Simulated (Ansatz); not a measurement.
# Sn (I4_1/amd) in Ansatz: relaxation of cell and atoms with LDA

Aim: the relaxation of cell and atoms of Sn with LDA.

All numbers are computed with Ansatz 0.2.0; they aren't measurements. Logs are shortened: lines on timing, memory, paths and dates and some standing lists are left out, and cuts for length are marked.

**1. The structure**

The structure is tetragonal, space group I4_1/amd (No. 141). The conventional cell has a = 5.880 Å, b = 5.880 Å, c = 3.199 Å, α = 90.00°, β = 90.00°, γ = 90.00°. Sn (site symmetry -4m2) is surrounded by 6 Sn at 3.05 to 3.20 Å.

**2. Relaxation of cell and atoms, LDA**

Contents of input.yaml:

```yaml
crystal:
  lattice:
    - [-2.9401404553, 2.9401404553, 1.5993019889]
    - [2.9401404553, -2.9401404553, 1.5993019889]
    - [2.9401404553, 2.9401404553, -1.5993019889]
  atoms:
    - { symbol: Sn, position: [0.0, 0.0, 0.0] }
    - { symbol: Sn, position: [0.75, 0.25, 0.5] }
kpoints:
  mp_grid: { grid: [9, 9, 9] }
scf:
  occupations: { method: fermi_dirac, width: 0.05 }
hamiltonian:
  xc: lda
  pseudopotentials: { kind: all_electron, lapw: { basis_error: 0.001 } }
output:
  forces: true
  stress: true
relax:
  f_tol: 0.005
  max_steps: 60
  cell: {}
```

Potentials or basis: all-electron LAPW, scalar-relativistic.

Launch:

```sh
> ansatz run input.yaml --threads 1 --pin off --max-ram 3072MiB --backend cpu --events-out ev --progress --plain --runs-dir out
```

The log of the run:

```text
Warning: RAYON_NUM_THREADS=1 ignored (pool sized by the plan → 1); use --threads N
The last accepted step is kept in <dir> (removed where the run ends without a failure and the disk answers)
LAPW: plane waves up to 7.680 Å⁻¹, error target 1.0e-3 eV per atom; small_component_spin mean_spin; Sn in spheres of 1.478 Å, 22 of its electrons in bands, Dirac shells [] (how accurate: hamiltonian.pseudopotentials.lapw.basis_error, Limitations)
Engine: ansatz 0.2.0, x86_64-unknown-linux-gnu
Pseudopotentials: kind: all_electron
Pseudopotential: Sn, LAPW, valence charge 22, lapw/all_electron/scalar/gaussian/Sn, Koelling and Harmon's equation, gaussian nucleus
Functional definition: SPW92
  exchange = slater_x
  correlation = pw_c
Crystal: 2 atoms, lattice volume = 55.300 Å³
Basis set: ecut = 224.71617319303573 eV, 419 PW (Γ), FFT grids on a1+a2, a2, a3, exchange–correlation at level 2
Bands: 27, of which v1, the nominal top of the filled ones, is band 22 counted from 1 (21 counted from 0)
Symmetry: 16 space group operations
Space group: I41/amd (ITA 141), of the structure as read, at distance tolerance 3.8e-5 Å
k-points: 75 of 729
Non-local potential: Sn, projectors of the file, none
Initial density: superposition of atomic densities (chi_scale 0.1, normalization cell)
Initial wavefunctions: plane waves of lowest kinetic energy (no species holds an atomic orbital)
Functional: x = slater, c = lda
iter 1 solved again at ethr=8.50e-5 eV; its pass at ethr=1.00e-1 eV (dr2=3.74e-2 eV) is discarded
SCF iter   1: F=—  HF=-335889.851559 eV  |F-HF|=—  |Δ(HF+E_count)|=         —  Δρ=9.86e-3  dr2=3.79e-2  ethr=8.50e-5  ⟨swp⟩=3.1  Hψ=13859  notcnv=0
preconditioner: auto → Kerker (q_TF=auto, 2.626 Å⁻¹)  [metal: Δε(μ)=0.053 eV  Ē_g=20.650 eV  σ=0.050 eV  W_gap=0.26  n_scr=16 (ndim 8)  ℏωp=26.4 eV  f_vac=0.000  D(μ)=0.93/eV (n_scr^D=4)]
SCF iter   2: F=—  HF=-335889.820860 eV  |F-HF|=—  |Δ(HF+E_count)|=   3.07e-2  Δρ=6.38e-3  dr2=1.82e-2  ethr=8.50e-5  ⟨swp⟩=2.0  Hψ=5902  notcnv=0
SCF iter   3: F=—  HF=-335889.818147 eV  |F-HF|=—  |Δ(HF+E_count)|=   2.71e-3  Δρ=3.42e-3  dr2=5.80e-3  ethr=4.14e-5  ⟨swp⟩=2.0  Hψ=5794  notcnv=0
SCF iter   4: F=—  HF=-335889.817805 eV  |F-HF|=—  |Δ(HF+E_count)|=   3.42e-4  Δρ=1.11e-3  dr2=7.66e-4  ethr=1.32e-5  ⟨swp⟩=2.0  Hψ=5794  notcnv=0
iter 5 solved again at ethr=4.62e-8 eV; its pass at ethr=1.74e-6 eV (dr2=2.03e-5 eV) is discarded
SCF iter   5: F=—  HF=-335889.817682 eV  |F-HF|=—  |Δ(HF+E_count)|=   1.23e-4  Δρ=1.66e-4  dr2=2.03e-5  ethr=4.62e-8  ⟨swp⟩=2.0  Hψ=9938  notcnv=0
SCF iter   6: F=—  HF=-335889.817680 eV  |F-HF|=—  |Δ(HF+E_count)|=   2.11e-6  Δρ=6.30e-5  dr2=3.35e-6  ethr=4.61e-8  ⟨swp⟩=2.0  Hψ=5794  notcnv=0
SCF iter   7: F=—  HF=-335889.817680 eV  |F-HF|=—  |Δ(HF+E_count)|=   3.04e-7  Δρ=1.78e-5  dr2=2.89e-7  ethr=7.62e-9  ⟨swp⟩=2.0  Hψ=5794  notcnv=0
SCF iter   8: F=-335889.817680 eV  HF=-335889.817680 eV  |F-HF|=1.92e-9  |Δ(HF+E_count)|=   7.65e-8  Δρ=4.88e-6  dr2=1.12e-8  ethr=6.58e-10  ⟨swp⟩=2.0  Hψ=5794  notcnv=0
SCF 1 converged in 8 iterations: F = -335889.817680 eV  dr2 = 1.12e-8
relax step   1: F+E_penalty+E_count = -335889.81767978 eV  Δ(F+E_penalty+E_count) = +0.000e0 eV  max|allowed force component| = 5.421e-20 eV/Å  Δτ_max = 0.0000 Å  P = -2.842 GPa  Ω = 55.300 Å³  (8 SCF iters, accepted)
Crystal: 2 atoms, lattice volume = 51.250 Å³
Basis set: ecut = 236.40350087172993 eV, 419 PW (Γ), FFT grids on a1+a2, a2, a3, exchange–correlation at level 2
Initial density: handed on by an earlier stage of this run
Initial wavefunctions: those handed on with the density
iter 1 solved again at ethr=4.16e-7 eV; its pass at ethr=1.00e-1 eV (dr2=1.83e-4 eV) is discarded
SCF iter   1: F=—  HF=-335889.840521 eV  |F-HF|=—  |Δ(HF+E_count)|=         —  Δρ=6.17e-4  dr2=2.45e-4  ethr=4.16e-7  ⟨swp⟩=4.9  Hψ=12315  notcnv=0
preconditioner: auto → Kerker (q_TF=auto, 2.660 Å⁻¹)  [metal: Δε(μ)=0.022 eV  Ē_g=21.229 eV  σ=0.050 eV  W_gap=0.11  n_scr=16 (ndim 8)  ℏωp=27.4 eV  f_vac=0.000  D(μ)=0.95/eV (n_scr^D=4)]
SCF iter   2: F=—  HF=-335889.840493 eV  |F-HF|=—  |Δ(HF+E_count)|=   2.78e-5  Δρ=4.62e-4  dr2=1.52e-4  ethr=4.16e-7  ⟨swp⟩=2.0  Hψ=5673  notcnv=0
SCF iter   3: F=—  HF=-335889.840490 eV  |F-HF|=—  |Δ(HF+E_count)|=   2.87e-6  Δρ=2.23e-4  dr2=3.93e-5  ethr=3.46e-7  ⟨swp⟩=2.0  Hψ=5673  notcnv=0
iter 4 solved again at ethr=7.98e-9 eV; its pass at ethr=8.93e-8 eV (dr2=3.51e-6 eV) is discarded
SCF iter   4: F=—  HF=-335889.840482 eV  |F-HF|=—  |Δ(HF+E_count)|=   8.28e-6  Δρ=6.25e-5  dr2=3.51e-6  ethr=7.98e-9  ⟨swp⟩=2.0  Hψ=9816  notcnv=0
SCF iter   5: F=—  HF=-335889.840481 eV  |F-HF|=—  |Δ(HF+E_count)|=   9.93e-7  Δρ=2.17e-5  dr2=2.77e-7  ethr=7.97e-9  ⟨swp⟩=2.0  Hψ=5673  notcnv=0
SCF iter   6: F=-335889.840481 eV  HF=-335889.840481 eV  |F-HF|=7.39e-9  |Δ(HF+E_count)|=   7.74e-9  Δρ=7.17e-6  dr2=3.12e-8  ethr=6.29e-10  ⟨swp⟩=2.0  Hψ=5673  notcnv=0
SCF 2 converged in 6 iterations: F = -335889.840481 eV  dr2 = 3.12e-8
relax step   2: F+E_penalty+E_count = -335889.84048056 eV  Δ(F+E_penalty+E_count) = -2.280e-2 eV  max|allowed force component| = 3.253e-19 eV/Å  Δτ_max = 0.0000 Å  P = +1.360 GPa  Ω = 51.250 Å³  (6 SCF iters, accepted)
Crystal: 2 atoms, lattice volume = 52.481 Å³
Basis set: ecut = 232.69429418131816 eV, 419 PW (Γ), FFT grids on a1+a2, a2, a3, exchange–correlation at level 2
iter 1 solved again at ethr=4.61e-8 eV; its pass at ethr=1.00e-1 eV (dr2=2.03e-5 eV) is discarded
SCF iter   1: F=—  HF=-335889.845250 eV  |F-HF|=—  |Δ(HF+E_count)|=         —  Δρ=2.24e-4  dr2=3.09e-5  ethr=4.61e-8  ⟨swp⟩=4.9  Hψ=13086  notcnv=0
preconditioner: auto → Kerker (q_TF=auto, 2.649 Å⁻¹)  [metal: Δε(μ)=0.017 eV  Ē_g=21.129 eV  σ=0.050 eV  W_gap=0.08  n_scr=16 (ndim 8)  ℏωp=27.1 eV  f_vac=0.000  D(μ)=1.00/eV (n_scr^D=4)]
SCF iter   2: F=—  HF=-335889.845245 eV  |F-HF|=—  |Δ(HF+E_count)|=   4.69e-6  Δρ=1.62e-4  dr2=1.79e-5  ethr=4.61e-8  ⟨swp⟩=2.0  Hψ=5697  notcnv=0
SCF iter   3: F=—  HF=-335889.845244 eV  |F-HF|=—  |Δ(HF+E_count)|=   7.59e-7  Δρ=7.20e-5  dr2=3.92e-6  ethr=4.06e-8  ⟨swp⟩=2.0  Hψ=5697  notcnv=0
SCF iter   4: F=—  HF=-335889.845243 eV  |F-HF|=—  |Δ(HF+E_count)|=   9.13e-7  Δρ=2.30e-5  dr2=4.86e-7  ethr=8.91e-9  ⟨swp⟩=2.0  Hψ=5697  notcnv=0
iter 5 solved again at ethr=9.42e-11 eV; its pass at ethr=1.10e-9 eV (dr2=4.14e-8 eV) is discarded
SCF iter   5: F=-335889.845243 eV  HF=-335889.845243 eV  |F-HF|=1.04e-8  |Δ(HF+E_count)|=   1.31e-7  Δρ=7.29e-6  dr2=4.14e-8  ethr=9.42e-11  ⟨swp⟩=2.0  Hψ=9840  notcnv=0
SCF 3 converged in 5 iterations: F = -335889.845243 eV  dr2 = 4.14e-8
relax step   3: F+E_penalty+E_count = -335889.84524321 eV  Δ(F+E_penalty+E_count) = -4.763e-3 eV  max|allowed force component| = 1.735e-18 eV/Å  Δτ_max = 0.0000 Å  P = -0.124 GPa  Ω = 52.481 Å³  (5 SCF iters, accepted)
Crystal: 2 atoms, lattice volume = 52.375 Å³
Basis set: ecut = 233.00800714809566 eV, 419 PW (Γ), FFT grids on a1+a2, a2, a3, exchange–correlation at level 2
iter 1 solved again at ethr=2.07e-9 eV; its pass at ethr=1.00e-1 eV (dr2=9.12e-7 eV) is discarded
SCF iter   1: F=—  HF=-335889.845309 eV  |F-HF|=—  |Δ(HF+E_count)|=         —  Δρ=3.97e-5  dr2=1.17e-6  ethr=2.07e-9  ⟨swp⟩=5.5  Hψ=12891  notcnv=0
preconditioner: auto → Kerker (q_TF=auto, 2.650 Å⁻¹)  [metal: Δε(μ)=0.036 eV  Ē_g=21.139 eV  σ=0.050 eV  W_gap=0.17  n_scr=16 (ndim 8)  ℏωp=27.2 eV  f_vac=0.000  D(μ)=1.01/eV (n_scr^D=4)]
SCF iter   2: F=—  HF=-335889.845309 eV  |F-HF|=—  |Δ(HF+E_count)|=   2.99e-7  Δρ=2.63e-5  dr2=5.45e-7  ethr=2.07e-9  ⟨swp⟩=2.0  Hψ=5697  notcnv=0
iter 3 solved again at ethr=9.64e-11 eV; its pass at ethr=1.24e-9 eV (dr2=4.24e-8 eV) is discarded
SCF iter   3: F=-335889.845309 eV  HF=-335889.845309 eV  |F-HF|=2.81e-8  |Δ(HF+E_count)|=   1.79e-7  Δρ=6.90e-6  dr2=4.23e-8  ethr=9.64e-11  ⟨swp⟩=2.0  Hψ=9895  notcnv=0
SCF 4 converged in 3 iterations: F = -335889.845309 eV  dr2 = 4.23e-8
relax step   4: F+E_penalty+E_count = -335889.84530861 eV  Δ(F+E_penalty+E_count) = -6.540e-5 eV  max|allowed force component| = 2.168e-19 eV/Å  Δτ_max = 0.0000 Å  P = -0.008 GPa  Ω = 52.375 Å³  (3 SCF iters, accepted)
iter 1 solved again at ethr=9.13e-11 eV; its pass at ethr=1.00e-1 eV (dr2=4.02e-8 eV) is discarded
SCF iter   1: F=—  HF=-335889.845308 eV  |F-HF|=—  |Δ(HF+E_count)|=         —  Δρ=6.75e-6  dr2=4.05e-8  ethr=9.13e-11  ⟨swp⟩=4.1  Hψ=12386  notcnv=0  reapply=14
SCF iter   2: F=-335889.845308 eV  HF=-335889.845308 eV  |F-HF|=6.64e-9  |Δ(HF+E_count)|=   5.65e-9  Δρ=4.93e-6  dr2=2.23e-8  ethr=9.13e-11  ⟨swp⟩=2.0  Hψ=5697  notcnv=0
SCF 5 converged in 2 iterations: F = -335889.845308 eV  dr2 = 2.23e-8
relax step   5: F+E_penalty+E_count = -335889.84530844 eV  Δ(F+E_penalty+E_count) = +1.729e-7 eV  max|allowed force component| = 2.168e-19 eV/Å  Δτ_max = 0.0000 Å  P = -0.008 GPa  Ω = 52.375 Å³  stress off target by 5.00e-2 GPa  SCF on the basis re-selected at this cell (its energy is not comparable with the rows above)  (2 SCF iters)
basis re-selected at this cell: Δ(F+E_penalty+E_count) = +1.729e-7 eV, ΔP = +0.000 GPa vs the last step (what re-selecting the basis moved, after the strain that the cell walked since its last selection, with what the two solves' SCF thresholds leave and, on support functions, any second-order correction that the steps lacked; it is no measure of the basis error at this ecutwfc). This SCF's stress stands 5.00e-2 GPa from its target on what of the cell is left free (relax.cell.stress_tol is 5.00e-2 GPa) and its largest allowed force component is 2.17e-19 eV/Å (relax.f_tol is 5.00e-3 eV/Å): not within both, so this SCF does not close the relaxation
Crystal: 2 atoms, lattice volume = 52.362 Å³
Basis set: ecut = 233.04716388652207 eV, 419 PW (Γ), FFT grids on a1+a2, a2, a3, exchange–correlation at level 2
iter 1 solved again at ethr=1.08e-10 eV; its pass at ethr=1.00e-1 eV (dr2=4.75e-8 eV) is discarded
SCF iter   1: F=—  HF=-335889.845314 eV  |F-HF|=—  |Δ(HF+E_count)|=         —  Δρ=2.88e-5  dr2=6.65e-7  ethr=1.08e-10  ⟨swp⟩=6.4  Hψ=13343  notcnv=0
eigensolver tolerance schedule calibrated: the retry pair's looser diagonalisation under-reported the residual by θ = 0.93 (0.10/decade); ethr = c·dr2/N_el runs at the constant in force after the calibration composes with the one it found (an armed cap, an earlier calibration), c = 9.3e-2
preconditioner: auto → Kerker (q_TF=auto, 2.650 Å⁻¹)  [metal: Δε(μ)=0.036 eV  Ē_g=21.140 eV  σ=0.050 eV  W_gap=0.18  n_scr=16 (ndim 8)  ℏωp=27.2 eV  f_vac=0.000  D(μ)=1.01/eV (n_scr^D=4)]
SCF iter   2: F=—  HF=-335889.845314 eV  |F-HF|=—  |Δ(HF+E_count)|=   1.52e-7  Δρ=1.93e-5  dr2=3.12e-7  ethr=1.08e-10  ⟨swp⟩=3.0  Hψ=5894  notcnv=0
SCF iter   3: F=-335889.845314 eV  HF=-335889.845314 eV  |F-HF|=6.17e-9  |Δ(HF+E_count)|=   1.12e-7  Δρ=4.06e-6  dr2=1.52e-8  ethr=1.08e-10  ⟨swp⟩=3.0  Hψ=6005  notcnv=0
SCF 6 converged in 3 iterations: F = -335889.845314 eV  dr2 = 1.52e-8
relax step   6: F+E_penalty+E_count = -335889.84531369 eV  Δ(F+E_penalty+E_count) = -5.256e-6 eV  max|allowed force component| = 2.168e-19 eV/Å  Δτ_max = 0.0000 Å  P = +0.005 GPa  Ω = 52.362 Å³  (3 SCF iters, accepted)
iter 1 solved again at ethr=3.31e-11 eV; its pass at ethr=1.00e-1 eV (dr2=1.46e-8 eV) is discarded
SCF iter   1: F=—  HF=-335889.845315 eV  |F-HF|=—  |Δ(HF+E_count)|=         —  Δρ=3.97e-6  dr2=1.46e-8  ethr=3.31e-11  ⟨swp⟩=3.5  Hψ=10148  notcnv=0
preconditioner: auto → Kerker (q_TF=auto, 2.650 Å⁻¹)  [metal: Δε(μ)=0.036 eV  Ē_g=21.140 eV  σ=0.050 eV  W_gap=0.17  n_scr=16 (ndim 8)  ℏωp=27.2 eV  f_vac=0.000  D(μ)=1.01/eV (n_scr^D=4)]
SCF iter   2: F=-335889.845315 eV  HF=-335889.845315 eV  |F-HF|=3.49e-9  |Δ(HF+E_count)|=  6.98e-10  Δρ=2.90e-6  dr2=7.85e-9  ethr=3.31e-11  ⟨swp⟩=2.0  Hψ=5696  notcnv=0
SCF 7 converged in 2 iterations: F = -335889.845315 eV  dr2 = 7.85e-9
relax step   7: F+E_penalty+E_count = -335889.84531452 eV  Δ(F+E_penalty+E_count) = -8.267e-7 eV  max|allowed force component| = 8.132e-20 eV/Å  Δτ_max = 0.0000 Å  P = +0.005 GPa  Ω = 52.362 Å³  stress off target by 9.87e-3 GPa  SCF on the basis re-selected at this cell (its energy is not comparable with the rows above)  (2 SCF iters)
basis re-selected at this cell: Δ(F+E_penalty+E_count) = -8.267e-7 eV, ΔP = +0.000 GPa vs the last step (what re-selecting the basis moved, after the strain that the cell walked since its last selection, with what the two solves' SCF thresholds leave and, on support functions, any second-order correction that the steps lacked; it is no measure of the basis error at this ecutwfc). This SCF's stress stands 9.87e-3 GPa from its target on what of the cell is left free (relax.cell.stress_tol is 5.00e-2 GPa) and its largest allowed force component is 8.13e-20 eV/Å (relax.f_tol is 5.00e-3 eV/Å): within both
SCF converged after 2 iterations
Free energy (F): -335889.845315 eV
Harris-Foulkes:  -335889.845315 eV  (|F-HF|=3.49e-9)
Internal energy: -335889.837485 eV  (E = F + TS)
E sigma→0 (E₀):  -335889.841400 eV
Entropy (-TS):   -0.007829 eV (-3.915 meV/atom)
Fermi energy:    14.012996 eV
--- Per-component energies (eV) ---
  E_band       = -1381.640920
  E_kinetic    = 353169.154970
  E_xc         = -8703.309901
  E_electrostatic = -680355.682555  (all electrons and nuclei)
  E_smearing   = -0.007829  (= −TS)
  E_closure    = 0.000000  (closes the sum)
  E_atoms      = -335880.893080  (free atoms, spherical and without spin; not in F)
  Σ components = -335889.845315   (vs F -335889.845315, Δ=0.00e0)
  Basis errors (estimates in eV, not in F): energy 3.6e-4 per atom: plane waves 3.5e-4 (1.9e-4 summed), levels above the bands 1.0e-43, relativity 4.2e-9, radial functions 8.4e-6, core shells 1.4e-8; eigenvalues (radial functions only) 3.5e-7; not estimated: angular momenta, meshes, grids; target (lapw.basis_error) 1.0e-3; muffin-tin radii Sn 1.451 Å
--- Forces (eV/Å), atoms counted from 1 ---
  atom   1  Sn     0.00000000     0.00000000     0.00000000
  atom   2  Sn     0.00000000     0.00000000     0.00000000
  max |Σ_I F_I| component: 1.63e-19 eV/Å
--- Stress (GPa, compression-positive) ---
        0.009866       0.000000      -0.000000
        0.000000       0.009866      -0.000000
       -0.000000      -0.000000      -0.004537
  P = ⅓ Tr σ = 0.0051 GPa (0.051 kbar)
--- Relaxed structure (5 steps of the walk, 5 accepted, 2 SCFs on fresh bases) ---
  F+E_penalty+E_count = -335889.84531452 eV   max|allowed force component| = 8.132e-20 eV/Å   (the final SCF, on the basis selected at the relaxed cell)
  cell:  # Å, volume = 52.3615 Å³
    - [-2.8936983101002354, 2.8936983101002354, 1.563312837755861]
    - [2.8936983101002354, -2.8936983101002354, 1.563312837755861]
    - [2.8936983101002354, 2.8936983101002354, -1.563312837755861]
  atoms:
    - { symbol: Sn, position: [-5.885187155910386e-36, 2.1109910450548126e-36, -3.7741961108555735e-36] }
    - { symbol: Sn, position: [0.75, 0.24999999999999997, 0.5] }
```

It took 2.5 min on 1 thread of Intel Xeon at 2.50GHz (Skylake/Cascade Lake), shared host; peak memory 0.42 GiB.

What came out:

* Free energy: -335889.8453 eV
* Relaxed volume: 26.18 Å³/atom
* Relaxed cell: a = 4.381 Å, b = 4.381 Å, c = 4.381 Å, α = 97.32°, β = 97.32°, γ = 138.19°
* Space group after relaxing (to 0.05 Å): I4_1/amd (No. 141)
* Energy gained by relaxing: 13.8 meV/atom
* Ionic steps: 7
* Pressure after relaxing: 0.0 GPa

The path:
```csv
step,energy change (eV),largest force (eV/Å),volume (Å³)
1,0.0000,0.0000,55.30
2,-0.0228,0.0000,51.25
3,-0.0276,0.0000,52.48
4,-0.0276,0.0000,52.37
5,-0.0276,0.0000,52.37
6,-0.0276,0.0000,52.36
7,-0.0276,0.0000,52.36
```

Final structure:
```
Sn
1.0
    -2.89370    2.89370    1.56331
     2.89370   -2.89370    1.56331
     2.89370    2.89370   -1.56331
Sn
2
Direct
  0.00000 0.00000 0.00000
  0.75000 0.25000 0.50000
```
